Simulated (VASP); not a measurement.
# ZnO (P6_3mc): a series in biaxial strain in the (0001) plane

Wanted: the response of ZnO to biaxial strain in the (0001) plane, as a table, with a fit that predicts a row left out.

Program: VASP 6.6.1. Level of theory: LDA; plane waves and PAW (Zn, O), in the first sound run; inputs show where later runs differ. Results are calculated unless marked as measured.

## (1) The structure

It takes space group P6_3mc (No. 186, hexagonal). Conventional cell: a = 3.250 Å, b = 3.250 Å, c = 5.207 Å, α = 90.00°, β = 90.00°, γ = 120.00°. Zn has 4 O at 1.97 to 1.99 Å nearest. Nearest to O lie 4 Zn at 1.97 to 1.99 Å. Farther neighbours and most contacts between anions are not listed.

Structure file:

```cif
data_structure
_symmetry_space_group_name_H-M 'P 1'
_symmetry_Int_Tables_number 1
_cell_length_a 3.2500
_cell_length_b 3.2500
_cell_length_c 5.2070
_cell_angle_alpha 90.000
_cell_angle_beta 90.000
_cell_angle_gamma 120.000
_cell_volume 47.63
loop_
_atom_site_label
_atom_site_type_symbol
_atom_site_fract_x
_atom_site_fract_y
_atom_site_fract_z
_atom_site_occupancy
Zn1 Zn 0.33333 0.66667 0.00000 1
Zn2 Zn 0.66667 0.33333 0.50000 1
O3 O 0.33333 0.66667 0.38200 1
O4 O 0.66667 0.33333 0.88200 1
```

## (2) Relax the crystal, LDA

The series starts from the cell that this level prefers, so that zero strain is near zero stress.

This step took 2 runs in a row; the last is shown.

Level: LDA; plane waves and PAW (Zn, O).

Input file INCAR:

```
SYSTEM = ZnO
PREC = Accurate
ENCUT = 600
EDIFF = 1E-07
NELM = 120
ISMEAR = 0
SIGMA = 0.02
LREAL = .FALSE.
ALGO = Normal
GGA = CA
NBANDS = 24
LORBIT = 11
LWAVE = .FALSE.
LCHARG = .FALSE.
KPAR = 16
IBRION = 2
NSW = 40
ISIF = 3
EDIFFG = -0.005
POTIM = 0.4
```

Input file POSCAR:

```
ZnO
1.0
    3.1937681791      0.0000000000      0.0000000000
   -1.5968840896      2.7658843766      0.0000000000
    0.0000000000      0.0000000000      5.1629486157
Zn O
2 2
Direct
    0.3333333333      0.6666666667      0.0017854341
    0.6666666667      0.3333333333      0.5017854341
    0.3333333333      0.6666666667      0.3802145659
    0.6666666667      0.3333333333      0.8802145659
```

Input file KPOINTS:

```
Automatic mesh
0
Gamma
11 11 6
0 0 0
```

PAW data sets: Zn and O (LDA family, release 64).

Command:

```
mpirun -np 16 vasp_std
```

The program printed:

```text
[banner, memory and clock lines left out]
running   16 mpi-ranks, on    1 nodes
[...]
|                                                                             |
|           W    W    AA    RRRRR   N    N  II  N    N   GGGG   !!!           |
|           W    W   A  A   R    R  NN   N  II  NN   N  G    G  !!!           |
|           W    W  A    A  R    R  N N  N  II  N N  N  G       !!!           |
|           W WW W  AAAAAA  RRRRR   N  N N  II  N  N N  G  GGG   !            |
|           WW  WW  A    A  R   R   N   NN  II  N   NN  G    G                |
|           W    W  A    A  R    R  N    N  II  N    N   GGGG   !!!           |
|                                                                             |
|     For optimal performance we recommend to set                             |
|       NCORE = 2 up to number-of-cores-per-socket                            |
|     NCORE specifies how many cores store one orbital (NPAR=cpu/NCORE).      |
|     This setting can greatly improve the performance of VASP for DFT.       |
[...]
|     Unfortunately you need to use the default for GW and RPA                |
|     calculations (for HF NCORE is supported but not extensively tested      |
|     yet).                                                                   |
|                                                                             |

 LDA part: xc-table for (Slater(with rela. corr.)+CA(PZ))
 , standard interpolation
 POSCAR, INCAR and KPOINTS ok, starting setup
[...]
entering main loop
       N       E                     dE             d eps       ncg     rms          rms(c)
DAV:   1     0.300390068543E+03    0.30039E+03   -0.20316E+04  3112   0.244E+03
DAV:   2     0.551037513129E+01   -0.29488E+03   -0.27867E+03  3296   0.458E+02
DAV:   3    -0.237501584238E+02   -0.29261E+02   -0.29021E+02  3568   0.148E+02
DAV:   4    -0.242331361059E+02   -0.48298E+00   -0.48271E+00  3496   0.198E+01
[...]
DAV:  14    -0.211634089778E+02    0.22513E-05   -0.38093E-06  4192   0.214E-02    0.316E-03
DAV:  15    -0.211634089372E+02    0.40584E-07   -0.11240E-06  3216   0.879E-03    0.885E-04
DAV:  16    -0.211634089335E+02    0.37007E-08   -0.87156E-09  1680   0.105E-03
   1 F= -.21163409E+02 E0= -.21163409E+02  d E =-.211634E+02
[...]
reached required accuracy - stopping structural energy minimisation
```

Elapsed: 7 s, on 16 MPI ranks of Intel Xeon 6975P-C (Granite Rapids), shared host; peak memory 3.4 GiB; 93 s of CPU time.

The logs omit lines about the potential files and the build; timing stands in the text.

Parts of OUTCAR (step 2):

```text
  Total        0.0134870      0.0134870      0.0193806     -0.0000000      0.0000000     -0.0000000
  in kB        0.4737966      0.4737966      0.6808367     -0.0000000      0.0000000     -0.0000000
  external PRESSURE =       0.5428100 kB  Pullay stress =       0.0000000 kB

 POSITION                                       TOTAL-FORCE (eV/Angst)
 -----------------------------------------------------------------------------------
     -0.00000      1.84392      0.00922         0.000000      0.000000      0.000108
      1.59688      0.92196      2.59069         0.000000     -0.000000      0.000108
     -0.00000      1.84392      1.96303        -0.000000      0.000000     -0.000108
      1.59688      0.92196      4.54450        -0.000000      0.000000     -0.000108
 -----------------------------------------------------------------------------------
    total drift:                               -0.000000     -0.000000     -0.001111

  FREE ENERGIE OF THE ION-ELECTRON SYSTEM (eV)
  ---------------------------------------------------
  free  energy   TOTEN  =       -21.1634089335 eV

  energy  without entropy=      -21.1634089335  energy(sigma->0) =      -21.16340893

 reached required accuracy - stopping structural energy minimisation

[... 3 further parts left out ...]
[key lines of the parts left out:]
E-fermi :   1.4355
```

Read from the output:

| Quantity | Value |
| --- | --- |
| energy(sigma→0) of the program | -21.1634 eV |
| stress, compression positive | xx, yy, zz 0.05, 0.05, 0.07 GPa |
| volume | 45.607 Å³ |
| ionic steps | 1 |

## (3) Strain along the normal, LDA

One member in full: the plane is strained by -1 %, and the strain along the normal is moved by secant steps until the normal stress is under 0.012 GPa or five steps are spent; the atoms relax at each step.

This step took 3 runs, each at a new trial strain with the atoms of the one before; the last is shown.

Level: LDA; plane waves and PAW (Zn, O).

Edit INCAR of step 2 so:

```diff
@@ -14,7 +14,7 @@
 LCHARG = .FALSE.
-KPAR = 16
-IBRION = 2
-NSW = 40
-ISIF = 3
-EDIFFG = -0.005
-POTIM = 0.4
+KPAR = 4
+IBRION = 1
+NSW = 25
+ISIF = 2
+EDIFFG = -0.004
+POTIM = 0.3
```

Input file POSCAR:

```
ZnO
1.0
    3.1618304970      0.0000000000      0.0000000000
   -1.5809152490      2.7382255330      0.0000000000
    0.0000000000      0.0000000000      5.2176411150
Zn O
2 2
Direct
    0.3333333333      0.6666666667      0.0046782146
    0.6666666667      0.3333333333      0.5046782146
    0.3333333333      0.6666666667      0.3773217854
    0.6666666667      0.3333333333      0.8773217854
```

KPOINTS is that of step 2.

Command:

```
mpirun -np 4 vasp_std
```

The program printed:

```text
[banner, memory and clock lines left out]
running    4 mpi-ranks, on    1 nodes
[...]
LDA part: xc-table for (Slater(with rela. corr.)+CA(PZ))
 , standard interpolation
 POSCAR, INCAR and KPOINTS ok, starting setup
[...]
entering main loop
       N       E                     dE             d eps       ncg     rms          rms(c)
DAV:   1     0.296287561402E+03    0.29629E+03   -0.20280E+04  3104   0.244E+03
DAV:   2     0.426584158834E+01   -0.29202E+03   -0.27780E+03  3328   0.454E+02
DAV:   3    -0.237999862847E+02   -0.28066E+02   -0.27859E+02  3528   0.146E+02
DAV:   4    -0.242347249184E+02   -0.43474E+00   -0.43453E+00  3536   0.189E+01
[...]
DAV:  13    -0.211556593778E+02   -0.14233E-05   -0.46602E-06  4848   0.655E-02    0.119E-02
DAV:  14    -0.211556572543E+02    0.21235E-05   -0.37011E-06  4568   0.232E-02    0.296E-03
DAV:  15    -0.211556572217E+02    0.32607E-07   -0.78553E-07  3288   0.691E-03
   1 F= -.21155657E+02 E0= -.21155657E+02  d E =-.211557E+02
 BRION: g(F)=  0.216E-04 g(S)=  0.000E+00
[...]
DAV:   1    -0.211556668965E+02   -0.96422E-05   -0.32938E-03  3072   0.424E-01    0.126E-02
DAV:   2    -0.211556740562E+02   -0.71597E-05   -0.75831E-05  3544   0.751E-02    0.821E-03
DAV:   3    -0.211556738725E+02    0.18369E-06   -0.31096E-07  3160   0.616E-03    0.507E-03
DAV:   4    -0.211556737836E+02    0.88943E-07   -0.23340E-07  2848   0.617E-03
   2 F= -.21155674E+02 E0= -.21155674E+02  d E =-.165619E-04
 BRION: g(F)=  0.635E-05 g(S)=  0.000E+00 retain N=  1 mean eig= 2.19
 eig:   2.187
[...]
N       E                     dE             d eps       ncg     rms          rms(c)
DAV:   1    -0.211556708776E+02    0.29949E-05   -0.46454E-03  3072   0.503E-01    0.152E-02
DAV:   2    -0.211556808849E+02   -0.10007E-04   -0.10617E-04  3520   0.890E-02    0.972E-03
DAV:   3    -0.211556806407E+02    0.24423E-06   -0.43924E-07  3320   0.748E-03    0.595E-03
DAV:   4    -0.211556805252E+02    0.11548E-06   -0.30130E-07  2904   0.719E-03    0.462E-04
DAV:   5    -0.211556805353E+02   -0.10092E-07   -0.14462E-07  1752   0.321E-03
   3 F= -.21155681E+02 E0= -.21155681E+02  d E =-.675170E-05
 BRION: g(F)=  0.243E-08 g(S)=  0.000E+00 retain N=  1 mean eig= 2.15
 eig:   2.145
 reached required accuracy - stopping structural energy minimisation
```

Run time: 23 s. Hardware: 4 MPI ranks; peak memory 0.8 GiB; 80 s of CPU time.

OUTCAR, selected parts (step 3):

```text
  Total        0.6645124      0.6645124     -0.0029505     -0.0000000      0.0000000      0.0000000
  in kB       23.5684853     23.5684853     -0.1046464     -0.0000000      0.0000000      0.0000000
  external PRESSURE =      15.6774414 kB  Pullay stress =       0.0000000 kB

 POSITION                                       TOTAL-FORCE (eV/Angst)
 -----------------------------------------------------------------------------------
     -0.00000      1.82548      0.02355         0.000000     -0.000000      0.000145
      1.58092      0.91274      2.63237         0.000000      0.000000      0.000145
     -0.00000      1.82548      1.96959        -0.000000      0.000000     -0.000145
      1.58092      0.91274      4.57841        -0.000000     -0.000000     -0.000145
 -----------------------------------------------------------------------------------
    total drift:                               -0.000000     -0.000000     -0.002392

  FREE ENERGIE OF THE ION-ELECTRON SYSTEM (eV)
  ---------------------------------------------------
  free  energy   TOTEN  =       -21.1556805353 eV

  energy  without entropy=      -21.1556805353  energy(sigma->0) =      -21.15568054

[... 2 parts as in an earlier step ...]

[... 2 further parts left out ...]
[key lines of the parts left out:]
E-fermi :   1.4869
```

Read from the output:

* energy(sigma→0) of the program: -21.1557 eV
* stress, compression positive: xx, yy, zz 2.36, 2.36, -0.01 GPa
* ionic steps: 3

## (4) Band edges, HSE06

Short lines in KPOINTS_OPT sample the zone centre along and across the normal of the plane, for masses, and the other valleys.

Level: HSE06; plane waves and PAW (Zn, O).

Input file INCAR:

```
SYSTEM = ZnO
PREC = Accurate
ENCUT = 600
EDIFF = 1E-06
NELM = 100
ISMEAR = 0
SIGMA = 0.02
LREAL = .FALSE.
ALGO = Normal
LHFCALC = .TRUE.
AEXX = 0.25
GGA = PE
HFSCREEN = 0.2
LASPH = .TRUE.
NBANDS = 23
PRECFOCK = Fast
LWAVE = .FALSE.
LCHARG = .FALSE.
KPAR = 4
```

Input file POSCAR:

```
ZnO
1.0
    3.1618304970      0.0000000000      0.0000000000
   -1.5809152490      2.7382255330      0.0000000000
    0.0000000000      0.0000000000      5.2176411150
Zn O
2 2
Direct
    0.3333333333      0.6666666667      0.0045126688
    0.6666666667      0.3333333333      0.5045126688
    0.3333333333      0.6666666667      0.3774873312
    0.6666666667      0.3333333333      0.8774873312
```

Input file KPOINTS:

```
Automatic mesh
0
Gamma
6 6 3
0 0 0
```

Input file KPOINTS_OPT:

```
Line mode
6
Line-mode
Reciprocal
  0.00000000   0.00000000   0.00000000
  0.00000000   0.00000000   0.04152067

  0.00000000   0.00000000   0.00000000
 -0.02516105   0.01258052   0.00000000

  0.50000000   0.00000000   0.00000000
  0.50000000   0.00000000   0.50000000

  0.33333333   0.33333333   0.00000000
  0.33333333   0.33333333   0.50000000
```

Command:

```
mpirun -np 4 vasp_std
```

The program printed:

```text
[banner, memory and clock lines left out]
running    4 mpi-ranks, on    1 nodes
[...]
|                                                                             |
|               ----> ADVICE to this user running VASP <----                  |
|                                                                             |
|     You enforced a specific xc type in the INCAR file but a different       |
|     [... a line on the potential file left out ...]
|     I HOPE YOU KNOW WHAT YOU ARE DOING!                                     |
|                                                                             |

 LDA part: xc-table for (Slater+PW92), standard interpolation
 found WAVECAR, reading the header
 POSCAR, INCAR and KPOINTS ok, starting setup
[...]
reading WAVECAR
 the WAVECAR file was read successfully
 initial charge from wavefunction
 entering main loop
       N       E                     dE             d eps       ncg     rms          rms(c)
DAV:   1    -0.228114265884E+02   -0.22811E+02   -0.28418E+00   742   0.500E+01    0.369E+00
DAV:   2    -0.226865022196E+02    0.12492E+00   -0.87829E-01   822   0.174E+01    0.114E+00
DAV:   3    -0.226829089772E+02    0.35932E-02   -0.11262E-01   889   0.548E+00    0.556E-01
DAV:   4    -0.226834679372E+02   -0.55896E-03   -0.76216E-03   777   0.778E-01    0.318E-01
[...]
DAV:   9    -0.226824731118E+02    0.53494E-05   -0.40096E-06   749   0.240E-02    0.204E-02
DAV:  10    -0.226824714230E+02    0.16888E-05   -0.10936E-06   455   0.115E-02    0.120E-02
DAV:  11    -0.226824709425E+02    0.48046E-06   -0.63285E-07   385   0.836E-03
   1 F= -.22682471E+02 E0= -.22682471E+02  d E =-.673330E-20
 Start KPOINTS_OPT (optional k-point list driver)
k-point batch [1-14\24]
       N       E                     dE             ncg
DAV:   1     0.251733472364E+04   -0.11620E+04      644
DAV:   2    -0.228409438094E+04   -0.48014E+04      728
DAV:   3    -0.280088721091E+04   -0.51679E+03      700
DAV:   4    -0.281420678729E+04   -0.13320E+02      805
DAV:   5    -0.281434759332E+04   -0.14081E+00      826
DAV:   6    -0.281434899074E+04   -0.13974E-02      777
DAV:   7    -0.281434901033E+04   -0.19586E-04      763
DAV:   8    -0.281434901067E+04   -0.34054E-06      518
k-point batch [15-24\24]
       N       E                     dE             ncg
DAV:   1     0.457333497862E+04   -0.14474E+05      460
DAV:   2     0.133888574545E+04   -0.32344E+04      488
DAV:   3     0.988985877298E+03   -0.34990E+03      558
DAV:   4     0.977933161195E+03   -0.11053E+02      551
DAV:   5     0.977811357386E+03   -0.12180E+00      544
DAV:   6     0.977809995658E+03   -0.13617E-02      523
DAV:   7     0.977809977190E+03   -0.18468E-04      501
DAV:   8     0.977809976843E+03   -0.34676E-06      364
```

Wall time 9.8 min (4 MPI ranks); peak memory 1.2 GiB; 38 min of CPU time.

[end of part 1 of 2]

[Lines on the potential files, build, host, timing and source positions are cut from VASP's logs without a mark.]

[Logs are printed without paths, hosts, clocks, repeated set-up lines and the standing remarks that a program may print on its own settings, such as how far it seeks lower states.]

[Hosts, paths, dates, database ids (printed as entryN), source tags and the programs' standing remarks are cut or masked in the printed files.]

[In band tables of VASP the shares of atoms and orbitals are scaled to a sum of 1 inside the atoms' spheres.]
